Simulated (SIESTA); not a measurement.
Crystal: TaN.

```
Ta N
1.0
     0.00000    2.21132    2.21132
     2.21132    0.00000    2.21132
     2.21132    2.21132    0.00000
Ta N
1 1
Direct
  0.50000 0.50000 0.50000
  0.00000 0.00000 0.00000
```

The cell comes from a database or a generator and needn't be the stable form of this composition.

| Quantity | Value |
| --- | --- |
| Program | SIESTA 5.4.2 |
| Task | single point |
| Functional | PBE |
| Potentials or basis | PseudoDojo 0.4 standard (PBE files) |
| Basis | DZP (energy shift 0.003 Ry; two zetas on semicore shells) |
| Grid cutoff | 800 Ry |
| Energy shift | 0.003 Ry |
| k mesh | 10 × 10 × 10 |
| Occupations | fermi-dirac, width 0.05 eV |
| Spin | no spin polarisation |

On this cell: pressure 5.1 GPa; largest force zero by symmetry; band gap on the k mesh none (metal or under the smearing width).

The same run follows on a disturbed copy (atoms moved at random, drawn with an rms of 0.05 Å):

```
CELL_PARAMETERS angstrom
0.00000 2.21132 2.21132
2.21132 0.00000 2.21132
2.21132 2.21132 0.00000
ATOMIC_POSITIONS crystal
Ta 0.51353 0.48421 0.52898
N 0.98710 0.98530 0.01570
```

Task: What does the disturbed cell give?

Result: The energy (extrapolated to zero smearing) moves by +21.1 meV/atom; pressure 6.8 GPa; largest force 0.847 eV/Å; band gap on the k mesh none (metal or under the smearing width).

Forces on the atoms (eV/Å):
```
Ta  -0.214 -0.679 -0.457
N    0.215  0.678  0.459
```

Stress tensor (GPa, compression positive):
```
 5.65 -0.22 -0.11
-0.22  8.19 -0.35
-0.11 -0.35  6.61
```

Caveats: short orbitals over semicore shells can move pressures by several GPa; the basis of atomic orbitals isn't converged, which shifts pressures, moduli and gaps.
